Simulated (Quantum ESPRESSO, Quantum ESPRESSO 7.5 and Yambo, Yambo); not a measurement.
## BeTe (F-43m): G0W0 with Yambo, start to end

How does a plane-wave GW calculation on BeTe (F-43m) run from the first input to the gap?

Program: Quantum ESPRESSO 7.5 and Yambo 5.3.0. Level of theory: PBE and many-body steps on it, plane waves. Results are calculated unless marked as measured.

**The experiments to reproduce.**

- Gap 2.8 eV: absolute (indirect, Gamma to X) gap, second literature value; film (quoted from earlier experiment) (quoted in “The band structure of BeTe - a combined experimental and theoretical study”, 1997, arxiv:cond-mat/9712266).

- Gap 2.7 eV: absolute (indirect, Gamma to X) gap; bulk crystal (quoted from earlier experiment) (quoted in “The band structure of BeTe - a combined experimental and theoretical study”, 1997, arxiv:cond-mat/9712266).

### Step 1. The structure

The structure is cubic, space group F-43m (No. 216). The conventional cell has a = 5.663 Å, b = 5.663 Å, c = 5.663 Å, α = 90.00°, β = 90.00°, γ = 90.00°. Nearest to Be lie 4 Te at 2.45 Å. Te has 4 Be at 2.45 Å nearest. Farther neighbours and most contacts between anions are not listed.

The cell and positions are those that the Materials Project relaxed with its own functionals (PBE, PBE+U or r2SCAN), kept fixed.

### Step 2. Ground state

This step: Quantum ESPRESSO 7.5; DFT, PBE with spin-orbit coupling, plane waves, norm-conserving pseudopotentials.

The ground-state density comes first.

Contents of pw.in:

```
&control
  calculation = 'scf'
  prefix = 'x'
  outdir = 'o'
  pseudo_dir = 'pseudo'
/
&system
  ibrav = 0
  nat = 2
  ntyp = 2
  ecutwfc = 88.0
  nbnd = 38
  force_symmorphic = .true.
  noncolin = .true.
  lspinorb = .true.
/
&electrons
  conv_thr = 1e-10
  electron_maxstep = 80
  mixing_beta = 0.5
/
ATOMIC_SPECIES
  Be 9.012 Be.upf
  Te 127.6 Te.upf
CELL_PARAMETERS angstrom
  -0.0000000000 2.8314587876 2.8314587876
  2.8314587876 0.0000000000 2.8314587876
  2.8314587876 2.8314587876 0.0000000000
ATOMIC_POSITIONS crystal
  Be 0.0000000000 0.0000000000 0.0000000000
  Te 0.7500000000 0.7500000000 0.7500000000
K_POINTS automatic
  6 6 6 0 0 0
```

Launch:

```sh
$ OMP_NUM_THREADS=1 mpirun -n 4 pw.x -nk 4 -in pw.in > pw.out
```

The program printed:

```text
Program PWSCF v.7.5 starts

     This program is part of the open-source Quantum ESPRESSO suite
     for quantum simulation of materials; please cite
         "P. Giannozzi et al., J. Phys.:Condens. Matter 21 395502 (2009);
         "P. Giannozzi et al., J. Phys.:Condens. Matter 29 465901 (2017);
         "P. Giannozzi et al., J. Chem. Phys. 152 154105 (2020);
     in publications or presentations arising from this work. More details at
     Message from routine setup:
     using ibrav=0 with symmetry is DISCOURAGED, use correct ibrav instead

     G-vector sticks info

     bravais-lattice index     =            0
     lattice parameter (alat)  =       7.5670  a.u.
     unit-cell volume          =     306.3778 (a.u.)^3
     number of atoms/cell      =            2
     number of atomic types    =            2
     number of electrons       =        28.00
     number of Kohn-Sham states=           38
     kinetic-energy cutoff     =      88.0000  Ry
     charge density cutoff     =     352.0000  Ry
     scf convergence threshold =      1.0E-10
     mixing beta               =       0.5000
     number of iterations used =            8  plain     mixing
     Exchange-correlation= PBE
                           (   1   4   3   4   0   0   0)
     Non magnetic calculation with spin-orbit

     celldm(1)=   7.567007  celldm(2)=   0.000000  celldm(3)=   0.000000
     celldm(4)=   0.000000  celldm(5)=   0.000000  celldm(6)=   0.000000

     crystal axes: (cart. coord. in units of alat)
               a(1) = (  -0.000000   0.707107   0.707107 )
               a(2) = (   0.707107   0.000000   0.707107 )
               a(3) = (   0.707107   0.707107   0.000000 )

     reciprocal axes: (cart. coord. in units 2 pi/alat)
               b(1) = ( -0.707107  0.707107  0.707107 )
               b(2) = (  0.707107 -0.707107  0.707107 )
               b(3) = (  0.707107  0.707107 -0.707107 )
     Pseudo is Norm-conserving, Zval =  4.0
     Generated using ONCVPSP code by D. R. Hamann
     Using radial grid of 1358 points,  6 beta functions with:
     Pseudo is Norm-conserving + core correction, Zval = 24.0
     Generated using ONCVPSP code by D. R. Hamann
     Using radial grid of 1324 points, 10 beta functions with:
     Be                4.00     9.01200     Be( 1.00)
     Te               24.00   127.60000     Te( 1.00)

     24 Sym. Ops. (no inversion) found

   Cartesian axes

     site n.     atom                  positions (alat units)
         1        Be     tau(   1) = (   0.0000000   0.0000000   0.0000000  )
         2        Te     tau(   2) = (   1.0606602   1.0606602   1.0606602  )

     number of k points=    16
                       cart. coord. in units 2pi/alat
        k(    1) = (   0.0000000   0.0000000   0.0000000), wk =   0.0046296
        k(    2) = (   0.1178511   0.1178511  -0.1178511), wk =   0.0370370
        k(    3) = (   0.2357023   0.2357023  -0.2357023), wk =   0.0370370
        k(    4) = (  -0.3535534  -0.3535534   0.3535534), wk =   0.0185185
        k(    5) = (   0.2357023   0.0000000  -0.0000000), wk =   0.0277778
        k(    6) = (   0.3535534   0.1178511  -0.1178511), wk =   0.1111111
        k(    7) = (  -0.2357023  -0.4714045   0.4714045), wk =   0.1111111
        k(    8) = (  -0.1178511  -0.3535534   0.3535534), wk =   0.1111111
        k(    9) = (   0.0000000  -0.2357023   0.2357023), wk =   0.0555556
        k(   10) = (   0.4714045   0.0000000  -0.0000000), wk =   0.0277778
     [... 4 further rows ...]
        k(   15) = (  -0.1178511  -0.3535534   0.5892557), wk =   0.1111111
        k(   16) = (  -0.7071068   0.2357023   0.0000000), wk =   0.0555556

     Dense  grid:    34327 G-vectors     FFT dimensions: (  45,  45,  45)

     Initial potential from superposition of free atoms

     starting charge      27.9996, renormalised to      28.0000
     Starting wfcs are   30 randomized atomic wfcs +    8 random wfcs

     per-process dynamical memory:    64.8 Mb

     Self-consistent Calculation

     iteration #  1     ecut=    88.00 Ry     beta= 0.50

     Threshold (ethr) on eigenvalues was too large:
     Diagonalizing with lowered threshold

     total energy              =    -590.18404274 Ry
     estimated scf accuracy    <       0.03200430 Ry

     iteration #  2     ecut=    88.00 Ry     beta= 0.50

     total energy              =    -590.18563631 Ry
     estimated scf accuracy    <       0.00412619 Ry

     iteration #  3     ecut=    88.00 Ry     beta= 0.50

     total energy              =    -590.18585222 Ry
     estimated scf accuracy    <       0.00027045 Ry

     iteration #  4     ecut=    88.00 Ry     beta= 0.50

     total energy              =    -590.18587112 Ry
     estimated scf accuracy    <       0.00001261 Ry

     iteration #  5     ecut=    88.00 Ry     beta= 0.50

     total energy              =    -590.18587242 Ry
     estimated scf accuracy    <       0.00000038 Ry

     iteration #  6     ecut=    88.00 Ry     beta= 0.50

     total energy              =    -590.18587250 Ry
     estimated scf accuracy    <       0.00000002 Ry

     iteration #  7     ecut=    88.00 Ry     beta= 0.50

     total energy              =    -590.18587250 Ry
     estimated scf accuracy    <          3.6E-09 Ry

     iteration #  8     ecut=    88.00 Ry     beta= 0.50

     total energy              =    -590.18587250 Ry
     estimated scf accuracy    <          1.3E-10 Ry

     iteration #  9     ecut=    88.00 Ry     beta= 0.50

     End of self-consistent calculation

          k = 0.0000 0.0000 0.0000 (  4279 PWs)   bands (ev):

  -150.2883-150.2883-107.1048-107.1048 -97.3968 -97.3968 -97.3968 -97.3968
   -91.9319 -91.9319 -28.5735 -28.5735 -28.5735 -28.5735 -27.1159 -27.1159
   -27.1081 -27.1081 -27.1081 -27.1081  -3.7320  -3.7320   7.8024   7.8024
     8.7377   8.7377   8.7377   8.7377  12.0573  12.0573  12.1192  12.1192
    12.1192  12.1192  12.1704  12.1704  16.8287  16.8287

          k = 0.1179 0.1179-0.1179 (  4285 PWs)   bands (ev):

  -150.2883-150.2883-107.1048-107.1048 -97.3968 -97.3968 -97.3968 -97.3968
   -91.9319 -91.9319 -28.5735 -28.5733 -28.5728 -28.5728 -27.1151 -27.1151
   -27.1082 -27.1082 -27.1076 -27.1074  -3.4798  -3.4798   6.3932   6.3932
     7.8515   7.8515   8.3445   8.3458  11.9048  11.9048  12.5783  12.5783
    12.6680  12.6804  14.1733  14.1733  17.4462  17.4463

          k = 0.2357 0.2357-0.2357 (  4272 PWs)   bands (ev):

  -150.2883-150.2883-107.1048-107.1048 -97.3968 -97.3968 -97.3968 -97.3968
   -91.9319 -91.9319 -28.5732 -28.5730 -28.5715 -28.5715 -27.1136 -27.1136
   -27.1083 -27.1083 -27.1060 -27.1058  -2.8516  -2.8516   4.0447   4.0447
     7.2894   7.2894   7.7961   7.7975  11.6162  11.6162  13.0437  13.0437
    13.1264  13.1380  16.2386  16.2386  17.7883  17.7884

          k =-0.3536-0.3536 0.3536 (  4314 PWs)   bands (ev):

     [... further k-points ...]

     highest occupied, lowest unoccupied level (ev):     8.7377   10.4720

!    total energy              =    -590.18587250 Ry
     estimated scf accuracy    <          1.1E-11 Ry

     The total energy is the sum of the following terms:
     one-electron contribution =    -453.71087931 Ry
     hartree contribution      =     210.13987452 Ry
     xc contribution           =     -78.59200202 Ry
     ewald contribution        =    -268.02286570 Ry

     convergence has been achieved in   9 iterations

     XML data file, charge density, pseudopotentials, collected wavefunctions

=------------------------------------------------------------------------------=
   JOB DONE.
=------------------------------------------------------------------------------=
```

Wall time 20 s (4 MPI ranks of Arm Neoverse V2, shared host); peak memory 0.52 GiB; 79 s of CPU time.

Numbers from this step:

| Quantity | Value |
| --- | --- |
| total energy | -8029.8879 eV |
| gap | 1.734 eV |
| k of the valence top | 0, 0, 0 |
| k of the conduction bottom | 0, -0.5, -0.5 |
| least direct gap | 3.320 eV |

The gap is indirect, with the least direct gap 1.59 eV higher.

### Step 3. Bands along the symmetry lines

Levels along a band path, at the cheap level, show where the edges lie and whether the meshes to come will hold them.

Contents of pw.in:

```
&control
  calculation = 'bands'
  prefix = 'x'
  outdir = 'o'
  pseudo_dir = 'pseudo'
/
&system
  ibrav = 0
  nat = 2
  ntyp = 2
  ecutwfc = 88.0
  nbnd = 40
  force_symmorphic = .true.
  noncolin = .true.
  lspinorb = .true.
/
&electrons
  conv_thr = 1e-9
  electron_maxstep = 80
  diago_full_acc = .true.
  diago_thr_init = 5e-6
/
ATOMIC_SPECIES
  Be 9.012 Be.upf
  Te 127.6 Te.upf
CELL_PARAMETERS angstrom
  -0.0000000000 2.8314587876 2.8314587876
  2.8314587876 0.0000000000 2.8314587876
  2.8314587876 2.8314587876 0.0000000000
ATOMIC_POSITIONS crystal
  Be 0.0000000000 0.0000000000 0.0000000000
  Te 0.7500000000 0.7500000000 0.7500000000
K_POINTS crystal
  50
  0.00000000 0.00000000 0.00000000 1
  -0.06250000 -0.06250000 0.00000000 1
  -0.12500000 -0.12500000 0.00000000 1
  -0.18750000 -0.18750000 0.00000000 1
  -0.25000000 -0.25000000 0.00000000 1
  -0.31250000 -0.31250000 0.00000000 1
  -0.37500000 -0.37500000 0.00000000 1
  -0.43750000 -0.43750000 0.00000000 1
  -0.50000000 -0.50000000 0.00000000 1
  -0.48437500 -0.48437500 0.03125000 1
  -0.46875000 -0.46875000 0.06250000 1
  -0.45312500 -0.45312500 0.09375000 1
  -0.43750000 -0.43750000 0.12500000 1
  -0.42187500 -0.42187500 0.15625000 1
  -0.40625000 -0.40625000 0.18750000 1
  -0.39062500 -0.39062500 0.21875000 1
  -0.37500000 -0.37500000 0.25000000 1
  -0.37500000 0.00000000 0.37500000 1
  -0.32812500 0.00000000 0.32812500 1
  -0.28125000 0.00000000 0.28125000 1
  -0.23437500 0.00000000 0.23437500 1
  -0.18750000 0.00000000 0.18750000 1
  -0.14062500 0.00000000 0.14062500 1
  -0.09375000 0.00000000 0.09375000 1
  -0.04687500 0.00000000 0.04687500 1
  0.00000000 0.00000000 0.00000000 1
  0.00000000 0.00000000 0.06250000 1
  0.00000000 0.00000000 0.12500000 1
  0.00000000 0.00000000 0.18750000 1
  0.00000000 0.00000000 0.25000000 1
  0.00000000 0.00000000 0.31250000 1
  0.00000000 0.00000000 0.37500000 1
  0.00000000 0.00000000 0.43750000 1
  -0.00000000 -0.00000000 0.50000000 1
  -0.06250000 -0.03125000 0.46875000 1
  -0.12500000 -0.06250000 0.43750000 1
  -0.18750000 -0.09375000 0.40625000 1
  -0.25000000 -0.12500000 0.37500000 1
  -0.31250000 -0.15625000 0.34375000 1
  -0.37500000 -0.18750000 0.31250000 1
  -0.43750000 -0.21875000 0.28125000 1
  -0.50000000 -0.25000000 0.25000000 1
  -0.50000000 -0.28125000 0.21875000 1
  -0.50000000 -0.31250000 0.18750000 1
  -0.50000000 -0.34375000 0.15625000 1
  -0.50000000 -0.37500000 0.12500000 1
  -0.50000000 -0.40625000 0.09375000 1
  -0.50000000 -0.43750000 0.06250000 1
  -0.50000000 -0.46875000 0.03125000 1
  -0.50000000 -0.50000000 0.00000000 1
```

The program printed:

```text
[banner, memory and clock lines left out]
Program PWSCF v.7.5 starts

     Atomic positions and unit cell read from directory:
     o/x.save/

     Message from routine setup:
     using ibrav=0 with symmetry is DISCOURAGED, use correct ibrav instead

     G-vector sticks info

     bravais-lattice index     =            0
     lattice parameter (alat)  =       7.5670  a.u.
     unit-cell volume          =     306.3778 (a.u.)^3
     number of atoms/cell      =            2
     number of atomic types    =            2
     number of electrons       =        28.00
     number of Kohn-Sham states=           40
     kinetic-energy cutoff     =      88.0000  Ry
     charge density cutoff     =     352.0000  Ry
     Exchange-correlation= PBE
                           (   1   4   3   4   0   0   0)
     Non magnetic calculation with spin-orbit

     celldm(1)=   7.567007  celldm(2)=   0.000000  celldm(3)=   0.000000
     celldm(4)=   0.000000  celldm(5)=   0.000000  celldm(6)=   0.000000

     crystal axes: (cart. coord. in units of alat)
               a(1) = (  -0.000000   0.707107   0.707107 )
               a(2) = (   0.707107   0.000000   0.707107 )
               a(3) = (   0.707107   0.707107   0.000000 )

     reciprocal axes: (cart. coord. in units 2 pi/alat)
               b(1) = ( -0.707107  0.707107  0.707107 )
               b(2) = (  0.707107 -0.707107  0.707107 )
               b(3) = (  0.707107  0.707107 -0.707107 )
     Pseudo is Norm-conserving, Zval =  4.0
     Generated using ONCVPSP code by D. R. Hamann
     Using radial grid of 1358 points,  6 beta functions with:
     Pseudo is Norm-conserving + core correction, Zval = 24.0
     Generated using ONCVPSP code by D. R. Hamann
     Using radial grid of 1324 points, 10 beta functions with:
     Be                4.00     9.01200     Be( 1.00)
     Te               24.00   127.60000     Te( 1.00)

     24 Sym. Ops. (no inversion) found

   Cartesian axes

     site n.     atom                  positions (alat units)
         1        Be     tau(   1) = (   0.0000000   0.0000000   0.0000000  )
         2        Te     tau(   2) = (   1.0606602   1.0606602   1.0606602  )

     number of k points=    50
                       cart. coord. in units 2pi/alat
        k(    1) = (   0.0000000   0.0000000   0.0000000), wk =   0.0200000
        k(    2) = (   0.0000000   0.0000000  -0.0883883), wk =   0.0200000
        k(    3) = (   0.0000000   0.0000000  -0.1767767), wk =   0.0200000
[...]
[... 38 further rows ...]
        k(   49) = (   0.0441942  -0.0000000  -0.7071068), wk =   0.0200000
        k(   50) = (   0.0000000   0.0000000  -0.7071068), wk =   0.0200000

     Dense  grid:    34327 G-vectors     FFT dimensions: (  45,  45,  45)

     The potential is recalculated from file :
     o/x.save/charge-density

     Starting wfcs are   30 randomized atomic wfcs +   10 random wfcs

     Band Structure Calculation

     End of band structure calculation

          k = 0.0000 0.0000 0.0000 (  4279 PWs)   bands (ev):

  -150.2883-150.2883-107.1048-107.1048 -97.3968 -97.3968 -97.3968 -97.3968
   -91.9320 -91.9320 -28.5735 -28.5735 -28.5735 -28.5735 -27.1159 -27.1159
   -27.1081 -27.1081 -27.1081 -27.1081  -3.7320  -3.7320   7.8024   7.8024
     8.7377   8.7377   8.7377   8.7377  12.0573  12.0573  12.1192  12.1192
[...]
k = 0.0000 0.0000-0.0884 (  4288 PWs)   bands (ev):

  -150.2883-150.2883-107.1048-107.1048 -97.3968 -97.3968 -97.3968 -97.3968
[...]
k = 0.0000 0.0000-0.1768 (  4280 PWs)   bands (ev):

  -150.2883-150.2883-107.1048-107.1048 -97.3968 -97.3968 -97.3968 -97.3968
[...]
k =-0.0000 0.0000-0.2652 (  4264 PWs)   bands (ev):

[...]
k = 0.0000 0.0000-0.3536 (  4256 PWs)   bands (ev):

[...]
k = 0.0000-0.0000-0.4419 (  4260 PWs)   bands (ev):

[...]
k =-0.0000 0.0000-0.5303 (  4276 PWs)   bands (ev):

[...]
k = 0.0000-0.0000-0.6187 (  4272 PWs)   bands (ev):

[...]
k = 0.5303-0.0000-0.5303 (  4272 PWs)   bands (ev):

[...]
k = 0.0000 0.0000 0.0000 (  4279 PWs)   bands (ev):

[...]
k = 0.1326 0.0000-0.7071 (  4260 PWs)   bands (ev):

[...]
k = 0.0884-0.0000-0.7071 (  4258 PWs)   bands (ev):

[...]
k = 0.0442-0.0000-0.7071 (  4258 PWs)   bands (ev):

  -150.2883-150.2883-107.1048-107.1048 -97.3969 -97.3969 -97.3969 -97.3969
[...]
k = 0.0000 0.0000-0.7071 (  4264 PWs)   bands (ev):

  -150.2883-150.2883-107.1048-107.1048 -97.3969 -97.3969 -97.3969 -97.3969
[...]
5.6685   5.6685   6.0634   6.0634  10.4720  10.4720  11.1547  11.1547
    17.9101  17.9101  18.2665  18.2665  19.9801  19.9801  21.2978  21.2978

     XML data file, pseudopotentials, collected wavefunctions
```

Run time: 16 s. Hardware: 4 MPI ranks; peak memory 0.36 GiB; 62 s of CPU time.

This step gave:

```
gap                        : 1.734 eV
k of the valence top       : 0, 0, 0
k of the conduction bottom : -0.5, -0.5, 0
least direct gap           : 3.320 eV
```

The gap is 1.734 eV, as in the run before at this level.

Electronic bands along the path, in eV, zero at the top of the highest filled band:

| point | band 25 | band 26 | band 27 | band 28 | band 29 | band 30 | band 31 | band 32 |
| --- | --- | --- | --- | --- | --- | --- | --- | --- |
| Γ | 0.00 | 0.00 | 0.00 | 0.00 | 3.32 | 3.32 | 3.38 | 3.38 |
| halfway | -2.10 | -2.10 | -1.71 | -1.71 | 2.36 | 2.36 | 4.12 | 4.12 |
| X | -3.07 | -3.07 | -2.67 | -2.67 | 1.73 | 1.73 | 2.42 | 2.42 |
| halfway | -3.48 | -3.34 | -2.73 | -2.71 | 2.05 | 2.07 | 3.04 | 3.12 |
| U | -4.24 | -3.94 | -2.46 | -2.44 | 2.44 | 2.47 | 4.93 | 5.04 |
| jump to K | -4.24 | -3.94 | -2.46 | -2.44 | 2.44 | 2.47 | 4.93 | 5.04 |
| halfway | -2.60 | -2.43 | -0.93 | -0.91 | 3.76 | 3.76 | 4.37 | 4.39 |
| Γ | 0.00 | 0.00 | 0.00 | 0.00 | 3.32 | 3.32 | 3.38 | 3.38 |
| halfway | -1.20 | -1.20 | -0.69 | -0.69 | 3.01 | 3.01 | 4.17 | 4.17 |
| L | -1.66 | -1.66 | -1.15 | -1.15 | 2.76 | 2.76 | 4.30 | 4.30 |
| halfway | -3.24 | -3.08 | -2.17 | -2.06 | 3.90 | 3.93 | 4.04 | 4.21 |
| W | -4.18 | -3.72 | -3.40 | -3.34 | 4.95 | 4.99 | 5.27 | 5.27 |
| halfway | -3.55 | -3.35 | -3.07 | -3.05 | 2.75 | 2.76 | 3.34 | 3.41 |
| X | -3.07 | -3.07 | -2.67 | -2.67 | 1.73 | 1.73 | 2.42 | 2.42 |

(Continued in part 2 of 3.)

[Paths, hosts, dates, memory and timing lines, banners, echoed tables and standing remarks are left out of the program output.]

[Logs are printed without paths, hosts, clocks, repeated set-up lines and the standing remarks that a program may print on its own settings, such as how far it seeks lower states.]

[Runs of the session that timed out or met a known fault of the program may be left out.]

[Hosts, paths, dates, database ids (printed as entryN), source tags and the programs' standing remarks are cut or masked in the printed files.]
